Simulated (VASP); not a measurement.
# Cu3Au (Auricupride) (Pm-3m) in VASP: a series of runs

One crystal, Cu3Au (Auricupride), is run at these levels: AM05, PBE+D3(BJ); tasks: relaxation of cell and atoms.

Everything below comes from runs of VASP 6.6.1. Logs are shortened: lines on timing, memory, paths and dates and some standing lists are left out, and cuts for length are marked.

### Step 1. Starting point

The structure is cubic, space group Pm-3m (No. 221). The conventional cell has a = 3.710 Å, b = 3.710 Å, c = 3.710 Å, α = 90.00°, β = 90.00°, γ = 90.00°. Cu (site symmetry 4/mmm) has 8 Cu at 2.62 Å and 4 Au at 2.62 Å as nearest neighbours. Au (site symmetry m-3m) is surrounded by 12 Cu at 2.62 Å.

### Step 2. Relaxation of cell and atoms, AM05

The input, INCAR:

```
ALGO = Normal ; EDIFF = 1E-7
EDIFFG = -0.005 ; ENCUT = 600
GGA = AM ; IBRION = 2
ISIF = 3 ; ISMEAR = 1
LASPH = True ; LCHARG = False
LREAL = False ; LWAVE = False
NELM = 80 ; NSW = 90
PREC = Accurate ; SIGMA = 0.1
```

The input, KPOINTS:

```
k-points
0
Gamma
  10 10 10
```

The input, POSCAR:

```
Cu3Au                                   
1.0
    3.7102486413     -0.0000000000      0.0000000000
    0.0000000000      3.7102486413     -0.0000000000
    0.0000000000      0.0000000000      3.7102486413
  Cu              Au            
     3     1
Direct
     0.0000000000000000    0.5000000000000000    0.5000000000000000
     0.5000000000000000    0.0000000000000000    0.5000000000000000
     0.5000000000000000    0.5000000000000000    0.0000000000000000
     0.0000000000000000    0.0000000000000000    0.0000000000000000
```

Potentials or basis: VASP PAW PBE potentials, release 64 (Cu, Au).

Started as:

```console
$ cat potpaw_PBE.64/Cu/POTCAR potpaw_PBE.64/Au/POTCAR > POTCAR
$ mpirun -np 1 vasp_std > vasp.out
```

OUTCAR:

```text
EDIFF = 1E-7
   EDIFFG = -0.005
   ENCUT = 600
   GGA = AM
   IBRION = 2
   ISIF = 3
   ISMEAR = 1
   LASPH = True
   LREAL = False
   NELM = 80
   NSW = 90
   PREC = Accurate

 ion  position               nearest neighbor table
   1  0.000  0.500  0.500-   2 2.62   3 2.62   4 2.62   3 2.62   4 2.62   2 2.62   4 2.62   4 2.62
                             2 2.62   3 2.62   3 2.62   2 2.62
   2  0.500  0.000  0.500-   1 2.62   3 2.62   4 2.62   3 2.62   4 2.62   1 2.62   3 2.62   3 2.62
                             1 2.62   4 2.62   4 2.62   1 2.62
   3  0.500  0.500  0.000-   1 2.62   2 2.62   4 2.62   1 2.62   2 2.62   2 2.62   4 2.62   2 2.62
                             1 2.62   4 2.62   1 2.62   4 2.62
   4  0.000  0.000  0.000-   1 2.62   2 2.62   3 2.62   1 2.62   2 2.62   1 2.62   3 2.62   1 2.62
                             2 2.62   3 2.62   2 2.62   3 2.62

  LATTYP: Found a simple cubic cell.
 ALAT       =     3.7102486413

  Lattice vectors:

 A1 = (   3.7102486413,   0.0000000000,   0.0000000000)
 A2 = (   0.0000000000,   3.7102486413,   0.0000000000)
 A3 = (   0.0000000000,   0.0000000000,   3.7102486413)

Analysis of symmetry for initial positions (statically):
=====================================================================
 Subroutine PRICEL returns:
 Original cell was already a primitive cell.

 Routine SETGRP: Setting up the symmetry group for a
 simple cubic supercell.

 Subroutine GETGRP returns: Found 48 space group operations
 (whereof 48 operations were pure point group operations)
 out of a pool of 48 trial point group operations.

The static configuration has the point symmetry O_h .

Analysis of symmetry for dynamics (positions and initial velocities):
=====================================================================
 Subroutine PRICEL returns:
 Original cell was already a primitive cell.

 Routine SETGRP: Setting up the symmetry group for a
 simple cubic supercell.

 Subroutine GETGRP returns: Found 48 space group operations
 (whereof 48 operations were pure point group operations)
 out of a pool of 48 trial point group operations.

The dynamic configuration has the point symmetry O_h .

 Subroutine INISYM returns: Found 48 space group operations
 (whereof 48 operations are pure point group operations),
 and found     1 'primitive' translations

----------------------------------------------------------------------------------------

                                     Primitive cell

  volume of cell :      51.0751

  direct lattice vectors                    reciprocal lattice vectors
     3.710248641  0.000000000  0.000000000     0.269523716  0.000000000  0.000000000
     0.000000000  3.710248641  0.000000000     0.000000000  0.269523716  0.000000000
     0.000000000  0.000000000  3.710248641     0.000000000  0.000000000  0.269523716

  length of vectors
     3.710248641  3.710248641  3.710248641     0.269523716  0.269523716  0.269523716

  position of ions in fractional coordinates (direct lattice)
     0.000000000  0.500000000  0.500000000
     0.500000000  0.000000000  0.500000000
     0.500000000  0.500000000  0.000000000
     0.000000000  0.000000000  0.000000000

  ion indices of the primitive-cell ions
   primitive index   ion index
                 1           1
                 2           2
                 3           3
                 4           4

----------------------------------------------------------------------------------------

 KPOINTS: k-points

Automatic generation of k-mesh.
 Grid dimensions read from file:
 generate k-points for:   10   10   10

 Generating k-lattice:

  Cartesian coordinates                     Fractional coordinates (reciprocal lattice)
     0.026952372  0.000000000  0.000000000     0.100000000  0.000000000  0.000000000
     0.000000000  0.026952372  0.000000000     0.000000000  0.100000000  0.000000000
     0.000000000  0.000000000  0.026952372     0.000000000  0.000000000  0.100000000

  Length of vectors
     0.026952372  0.026952372  0.026952372

  Shift w.r.t. Gamma in fractional coordinates (k-lattice)
     0.000000000  0.000000000  0.000000000

 Subroutine IBZKPT returns following result:
 ===========================================

 Found     56 irreducible k-points:

 Following reciprocal coordinates:
            Coordinates               Weight
  0.000000  0.000000  0.000000      1.000000
  0.100000  0.000000  0.000000      6.000000
  0.200000  0.000000  0.000000      6.000000
  0.300000  0.000000  0.000000      6.000000
  0.400000  0.000000  0.000000      6.000000
  0.500000  0.000000  0.000000      3.000000
[... 16 lines left out ...]
  0.200000  0.100000  0.100000     24.000000
  0.300000  0.100000  0.100000     24.000000
 [... further k-points ...]
   k-points           NKPTS =     56   k-points in BZ     NKDIM =     56   number of bands    NBANDS=     26
   number of dos      NEDOS =    301   number of ions     NIONS =      4
   total plane-waves  NPLWV =  27000
   dimension x,y,z NGX =    30 NGY =   30 NGZ =   30
   dimension x,y,z NGXF=    60 NGYF=   60 NGZF=   60
   ions per type =               3   1
   NGX,Y,Z   is equivalent  to a cutoff of  13.44, 13.44, 13.44 a.u.
   NGXF,Y,Z  is equivalent  to a cutoff of  26.88, 26.88, 26.88 a.u.
 SYSTEM =  unknown system
   PREC   = accura    normal or accurate (medium, high low for compatibility)
   ISTART =      0    job   : 0-new  1-cont  2-samecut
   ICHARG =      2    charge: 1-file 2-atom 10-const
   ISPIN  =      1    spin polarized calculation?
   LNONCOLLINEAR =      F non collinear calculations
   LSORBIT =      F    spin-orbit coupling
   LASPH  =      T    aspherical Exc in radial PAW
   ENCUT  =  600.0 eV  44.10 Ry    6.64 a.u.   7.41  7.41  7.41*2*pi/ulx,y,z
   NELM   =     80;   NELMIN=  2; NELMDL= -5     # of ELM steps
   EDIFF  = 0.1E-06   stopping-criterion for ELM
   LREAL  =      F    real-space projection
   EDIFFG = -.5E-02   stopping-criterion for IOM
   NSW    =     90    number of steps for IOM
   IBRION =      2    ionic relax: 0-MD 1-quasi-New 2-CG
   NFREE  =      1    steps in history (QN), initial steepest desc. (CG)
   ISIF   =      3    stress and relaxation
   ISYM   =      2    0-nonsym 1-usesym 2-fastsym
   POTIM  = 0.5000    time-step for ionic-motion
   TEBEG  =    0.0;   TEEND  =   0.0 temperature during run
   PSTRESS=    0.0 pullay stress
   NELECT =      44.0000    total number of electrons
   NUPDOWN=      -1.0000    fix difference up-down
   EMIN   =  10.00;   EMAX   =-10.00  energy-range for DOS
   EFERMI =   0.00;   METHOD = LEGACY
   ISMEAR =     1;   SIGMA  =   0.10  broadening in eV -4-tet -1-fermi 0-gaus
   EFERMI_NEDOS =   21; number of points for ismear=-14 and -15
   IALGO  =     38    algorithm
   IMIX   =      4    mixing-type and parameters
     AMIX     =   0.40;   BMIX     =  1.00
     AMIX_MAG =   1.60;   BMIX_MAG =  1.00
  volume/ion in A,a.u.               =      12.77        86.17
  Fermi-wavevector in a.u.,A,eV,Ry     =   1.557720  2.943664 33.014419  2.426491
  Thomas-Fermi vector in A             =   2.661329
   LORBIT       =      0    0 simple, 1 ext, 2 COOP (PROOUT), +10 PAW based schemes
   GGA     = AM    functional components
   LHFCALC =     F    Hartree Fock is set to
   AEXX    =    0.0000 exact exchange contribution
   IVDW    =     0    specifies the selected vdW correction
   LEPSILON=     F    determine dielectric tensor
   LRPA    =     F    only Hartree local field effects (RPA)
 conjugate gradient relaxation of ions
 non-spin polarized calculation
 Methfessel and Paxton  Order N= 1 SIGMA  =   0.10
  energy-cutoff  :      600.00
  volume of cell :       51.08
 maximum number of plane-waves:      1743
 NGX is ok and might be reduce to    30
   NGX = 15   NGY = 15   NGZ = 15

--------------------------------------- Ionic step        1  -------------------------------------------

 number of electron      44.0000059 magnetization

 Free energy of the ion-electron system (eV)
  ---------------------------------------------------
  ext. energy  EPLUGINS =         0.00000000
  ---------------------------------------------------
  free energy    TOTEN  =       -15.98944823 eV

  energy without entropy =      -15.98673589  energy(sigma->0) =      -15.98854412

------------------------ aborting loop because EDIFF is reached ----------------------------------------

  FORCE on cell =-STRESS in cart. coord.  units (eV):
  Direction    XX          YY          ZZ          XY          YZ          ZX
  --------------------------------------------------------------------------------------
  -------------------------------------------------------------------------------------
  Total        0.0390623      0.0390623      0.0390623      0.0000000      0.0000000      0.0000000
  in kB        1.2253476      1.2253476      1.2253476      0.0000000      0.0000000      0.0000000
  external PRESSURE =       1.2253476 kB  Pullay stress =       0.0000000 kB

 VOLUME and BASIS-vectors are now :
 -----------------------------------------------------------------------------
  energy-cutoff  :      600.00
  volume of cell :       51.08
      direct lattice vectors                 reciprocal lattice vectors
     3.710248641  0.000000000  0.000000000     0.269523716  0.000000000  0.000000000
     0.000000000  3.710248641  0.000000000     0.000000000  0.269523716  0.000000000
     0.000000000  0.000000000  3.710248641     0.000000000  0.000000000  0.269523716
[... 39 lines left out ...]
 POSITION                                       TOTAL-FORCE (eV/Angst)
 -----------------------------------------------------------------------------------
     -0.00000      1.85600      1.85600         0.000000      0.000000      0.000000
      1.85600     -0.00000      1.85600        -0.000000      0.000000      0.000000
      1.85600      1.85600      0.00000        -0.000000      0.000000      0.000000
      0.00000      0.00000      0.00000        -0.000000      0.000000      0.000000
 -----------------------------------------------------------------------------------
    total drift:                                0.000000      0.000000     -0.000000

  FREE ENERGIE OF THE ION-ELECTRON SYSTEM (eV)
  ---------------------------------------------------
  free  energy   TOTEN  =       -15.9894168468 eV

  energy  without entropy=      -15.9866726239  energy(sigma->0) =      -15.98850211

--------------------------------------- Ionic step        3  -------------------------------------------

 number of electron      44.0000059 magnetization

 Free energy of the ion-electron system (eV)
  ---------------------------------------------------
  ext. energy  EPLUGINS =         0.00000000
  ---------------------------------------------------
  free energy    TOTEN  =       -15.98945024 eV

  energy without entropy =      -15.98673032  energy(sigma->0) =      -15.98854360

 E-fermi :   8.4700     XC(G=0): -13.0361

 val. band max:        8.4693737384   @ k =   0.3000   0.3000   0.1000
 cond. band min:       8.4748437895   @ k =   0.4000   0.4000   0.0000
 fundamental gap:      0.0054700510
 Fermi energy:         8.4700018979

 k-point     1 :       0.0000    0.0000    0.0000
  band No.  band energies     occupation
      1      -1.4295      2.00000
      2       1.8736      2.00000
      3       1.8736      2.00000
      4       2.7405      2.00000
      5       2.7405      2.00000
      6       2.7405      2.00000
[... 18 lines left out ...]
     25      14.6591      0.00000
     26      16.3049      0.00000
[... 644 lines left out ...]
      4       2.9628      2.00000
      5       2.9635      2.00000
      6       3.0915      2.00000
[... 18 lines left out ...]
     25      15.9339      0.00000
     26      15.9833      0.00000

 [... further k-points ...]

------------------------ aborting loop because EDIFF is reached ----------------------------------------

  FORCE on cell =-STRESS in cart. coord.  units (eV):
  Direction    XX          YY          ZZ          XY          YZ          ZX
  --------------------------------------------------------------------------------------
  -------------------------------------------------------------------------------------
  Total       -0.0024620     -0.0024620     -0.0024620     -0.0000000      0.0000000     -0.0000000
  in kB       -0.0772033     -0.0772033     -0.0772033     -0.0000000      0.0000000     -0.0000000
  external PRESSURE =      -0.0772033 kB  Pullay stress =       0.0000000 kB

 VOLUME and BASIS-vectors are now :
 -----------------------------------------------------------------------------
  energy-cutoff  :      600.00
  volume of cell :       51.09
      direct lattice vectors                 reciprocal lattice vectors
     3.710692691 -0.000000000  0.000000000     0.269491462 -0.000000000  0.000000000
     0.000000000  3.710692691  0.000000000     0.000000000  0.269491462  0.000000000
    -0.000000000  0.000000000  3.710692691    -0.000000000  0.000000000  0.269491462

 POSITION                                       TOTAL-FORCE (eV/Angst)
 -----------------------------------------------------------------------------------
     -0.00000      1.85535      1.85535         0.000000      0.000000      0.000000
      1.85535     -0.00000      1.85535        -0.000000      0.000000      0.000000
      1.85535      1.85535      0.00000        -0.000000      0.000000      0.000000
      0.00000      0.00000      0.00000        -0.000000      0.000000      0.000000
 -----------------------------------------------------------------------------------
    total drift:                                0.000000      0.000000     -0.000000

  FREE ENERGIE OF THE ION-ELECTRON SYSTEM (eV)
  ---------------------------------------------------
  free  energy   TOTEN  =       -15.9894502433 eV

  energy  without entropy=      -15.9867303188  energy(sigma->0) =      -15.98854360

 reached required accuracy - stopping structural energy minimisation
```

It took 3.1 min on 1 thread of Intel Xeon Platinum 8259CL at 2.50GHz (Skylake/Cascade Lake), shared host; peak memory 0.23 GiB.

Results:

- Free energy: -15.9895 eV
- Relaxed volume: 12.77 Å³/atom
- Relaxed cell: a = 3.711 Å, b = 3.711 Å, c = 3.711 Å, α = 90.00°, β = 90.00°, γ = 90.00°
- Space group after relaxing (to 0.05 Å): Pm-3m (No. 221)
- Energy gained by relaxing: 0.0 meV/atom
- Ionic steps: 3
- Pressure after relaxing: 0.0 GPa
- Band gap on the k mesh: none (metal or under the smearing width)

Final structure:
```
Cu Au
1.0
     3.71069    0.00000    0.00000
     0.00000    3.71069    0.00000
     0.00000    0.00000    3.71069
Cu Au
3 1
Direct
  0.00000 0.50000 0.50000
  0.50000 0.00000 0.50000
  0.50000 0.50000 0.00000
  0.00000 0.00000 0.00000
```

Caveat: the PAW data sets were made with another functional, which shifts forces and pressure a little. The run has no spin-orbit coupling, so splittings on Au are missing.

[end of part 1 of 2]
